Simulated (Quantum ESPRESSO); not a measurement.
SiC (Moissanite 6H) under changes of volume

One of the cells (10.487 Å³/atom); the others are scaled copies at fixed shape and fractional positions:

```
Si C
1.0
     3.09500    0.00000    0.00000
    -1.54750    2.68035    0.00000
     0.00000    0.00000   15.17000
Si C
6 6
Cartesian
  1.5475 0.8934 6.9524
  0.0000 1.7869 14.5374
  1.5475 0.8934 12.0101
  0.0000 1.7869 4.4251
  0.0000 0.0000 9.4812
  0.0000 0.0000 1.8962
  1.5475 0.8934 5.0562
  0.0000 1.7869 12.6412
  1.5475 0.8934 10.1138
  0.0000 1.7869 2.5288
  0.0000 0.0000 7.5850
  0.0000 0.0000 0.0000
```

- Program: Quantum ESPRESSO 7.5
- Functional: PBE
- Potentials or basis: GBRV 1.5 PBE
- Cutoff: 612 eV
- Density cutoff: 4898 eV
- k mesh: 10 × 10 × 2
- Occupations: fermi-dirac, width 0.05 eV
- Spin: no spin polarisation

| volume (Å³/atom) | energy over the lowest point (meV/atom) | pressure (GPa) | gap on the mesh (eV) | largest force (eV/Å) |
| --- | --- | --- | --- | --- |
| 9.858 | ? | ? | ? | ? |
| 10.068 | 12.19 | 9.4 | 2.02 | 0.149 |
| 10.277 | 3.02 | 4.5 | 2.03 | 0.145 |
| 10.487 | 0.00 | 0.0 | 2.03 | 0.142 |
| 10.697 | 2.57 | -4.1 | 2.04 | 0.138 |
| 10.907 | 10.20 | -7.7 | 2.04 | 0.135 |
| 11.116 | 22.41 | -11.1 | 2.04 | 0.133 |

Problem. What does the run at 9.858 Å³/atom give?

Solution. Energy over the lowest point 28.18 meV/atom; pressure 14.9 GPa; gap on the mesh 2.02 eV; largest force 0.152 eV/Å.

Worked out: A Birch-Murnaghan fit of order 3 (a polynomial in V^(-2/3)) to the other rows has its minimum at 10.49 Å³/atom with B0 = V·E''(V) = 213 GPa and B' = 3.9 at fixed shape and positions, which overstates the stiffness. It gives 28.19 meV/atom at 9.858 Å³/atom, against the run's 28.18, and -dE/dV = 15.0 GPa, against 14.9. A straight line through the other rows of the gap, of slope 0.203 eV per unit of ln V, extrapolates to 2.02 eV, against the run's 2.02.

Energies are extrapolated to zero smearing.

A mesh can miss the band edges.
